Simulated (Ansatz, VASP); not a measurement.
# One calculation of HBr, two programs

File INCAR:

```
SYSTEM = HBr
  ALGO = Normal
  EDIFF = 1E-7
  ENCUT = 520
  GGA = PS
  ISIF = 2
  ISMEAR = 0
  LASPH = .True.
  LCHARG = .True.
  LELF = .True.
  LREAL = .False.
  LVHAR = .True.
  LWAVE = .False.
  NBANDS = 16
  NELM = 80
  PREC = Accurate
  SIGMA = 0.02
```

KPOINTS

```
k-points
0
Gamma
  6 6 8
  0 0 0
```

File POSCAR:

```
HBr
1.0
    5.4459128156      0.0000000000      0.0000000000
    0.0000000000      5.4459128156      0.0000000000
    0.0000000000      0.0000000000      3.2420336969
H Br
2 2
Direct
    0.0000000000      0.0000000000      0.0000000000
    0.5000000000      0.5000000000      0.5000000000
    0.0000000000      0.0000000000      0.5000000000
    0.5000000000      0.5000000000      0.0000000000
```

Input for Ansatz:

```yaml
crystal:
  lattice:
    - [5.4459128156, 0.0, 0.0]
    - [0.0, 5.4459128156, 0.0]
    - [0.0, 0.0, 3.2420336969]
  atoms:
    - { symbol: H, position: [0.0, 0.0, 0.0] }
    - { symbol: H, position: [0.5, 0.5, 0.5] }
    - { symbol: Br, position: [0.0, 0.0, 0.5] }
    - { symbol: Br, position: [0.5, 0.5, 0.0] }
basis:
  ecutwfc: 420
kpoints:
  mp_grid: { grid: [6, 6, 8] }
  band_path: { path: [VBM, CBM], npoints: 2 }
hamiltonian:
  xc: pbesol
scf:
  occupations: { method: gaussian, width: 0.02 }
output:
  forces: true
  stress: true
  eigenvalues: true
checkpoint:
  read: start.run
  write: ck
  compress: false
  write_wavefunctions: false
  write_every: 100000
```

Alike in both runs: task single point; functional PBEsol; k mesh 6 × 6 × 8; occupations gaussian, width 0.02 eV; no spin polarisation.

```csv
,VASP,Ansatz
version,VASP 6.6.1,Ansatz 0.2.0
potentials or method,"VASP PAW PBE potentials, release 64 (H, Br)","scalar-relativistic, plane waves, PAW"
plane-wave cutoff (eV),520,420
valence electrons in the cell,16,16
```

```tsv
	VASP	Ansatz	Ansatz less VASP
gap on the k mesh at the Fermi level (eV)	1.75	1.75	+0.002
least direct gap on the mesh (eV)	1.90	1.90	0.000
pressure (GPa)	2.5	2.5	+0.02
largest component of the traceless stress (GPa)	4.98	4.94	-0.041
```

The functional is the same, so the differences come from potentials, cutoffs and numerics.

Caveats: the PAW data sets were made with another functional, which shifts forces and pressure a little (VASP). A k mesh can miss the band edges. Expect the measured gap to be larger: semilocal functionals such as PBEsol lack the derivative discontinuity.
